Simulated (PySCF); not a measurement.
From one molecule to another.

First species: C₂H₈OP₂Si.
SMILES: `OC/P=P\C[SiH3]`

Second species: CH4N2O.
Z-matrix (Å and degrees, GFN2-xTB geometry), rows numbered from 1:
```
N 
C   1  1.3719
N   2  1.3723  1  114.05
O   2  1.2085  1  122.97  3   180.00
H   1  1.0062  2  115.56  3  -167.21
H   1  1.0052  2  119.88  3   -19.50
H   3  1.0052  2  119.79  1   -19.62
H   3  1.0062  2  115.49  1  -166.56
```

Levels: CAM-B3LYP/def2-SVPD for dipole moment, HOMO energy, LUMO energy, HOMO–LUMO gap, static isotropic polarisability and electronic spatial extent ⟨r²⟩ about the centre of nuclear charge; TDDFT CAM-B3LYP/def2-SVPD for lowest singlet excitation; TDA CAM-B3LYP/def2-SVPD for lowest triplet excitation (Tamm–Dancoff); GFN2-xTB for rotational constant A and rotational constant C. Geometries: GFN2-xTB. All species are isolated and taken at one optimised geometry, non-relativistic unless stated. Electronic properties by PySCF.

Dipoles, sizes and rotational constants follow the conformer. The torsions of the flexible species, by atom-mapped SMILES:
- `[OH:1][CH2:2]/[P:3]=[P:4]\[CH2:5][SiH3:6]`: O1–C2–P3–P4 -61°, P3–P4–C5–Si6 100°, H–O1–C2–P3 -64°
- `[NH2:1][C:2]([NH2:3])=[O:4]`: H–N1–C2–N3 -167°, H–N1–C2–N3 -19°, H–N3–C2–N1 -20°, H–N3–C2–N1 -167°

```tsv
property	column X	column Y
dipole moment	4.20 D	1.58 D
HOMO energy	-9.13 eV	-8.18 eV
LUMO energy	1.02 eV	-1.51 eV
HOMO–LUMO gap	10.15 eV	6.67 eV
lowest singlet excitation	6.71 eV	3.44 eV
lowest triplet excitation (Tamm–Dancoff)	6.25 eV	1.97 eV
static isotropic polarisability	34.4 au	110.7 au
electronic spatial extent ⟨r²⟩ about the centre of nuclear charge	244 bohr²	1228 bohr²
rotational constant A	11.310 GHz	2.434 GHz
rotational constant C	5.481 GHz	0.958 GHz
```

Task: Which column belongs to which species?

Result: Column X is the second species and column Y the first. The first has 14 atoms and 72 electrons, the second 8 and 32.

Task: How does each property change from the first species to the second?

Result: dipole moment +2.62 D; HOMO energy -0.95 eV; LUMO energy +2.53 eV; HOMO–LUMO gap +3.48 eV; lowest singlet excitation +3.27 eV; lowest triplet excitation (Tamm–Dancoff) +4.28 eV; static isotropic polarisability -76.3 au; electronic spatial extent ⟨r²⟩ about the centre of nuclear charge -984 bohr²; rotational constant A +8.876 GHz; rotational constant C +4.523 GHz.

On the first: The dipole matches unit charges of opposite sign 0.33 Å apart (1 e·Å = 4.8032 D). The principal polarisabilities are 86.5, 106.0 and 139.6 au; their mean is the isotropic value.

On the second: S1 lies 3.44 eV below the HOMO–LUMO gap; its leading configuration is HOMO→LUMO+1, weight 0.41, beside HOMO→LUMO+3, weight 0.33. The polarisability is 5.10 Å³ as a volume (1 au = 0.148185 Å³), or 1.07 au for each of the 32 electrons.
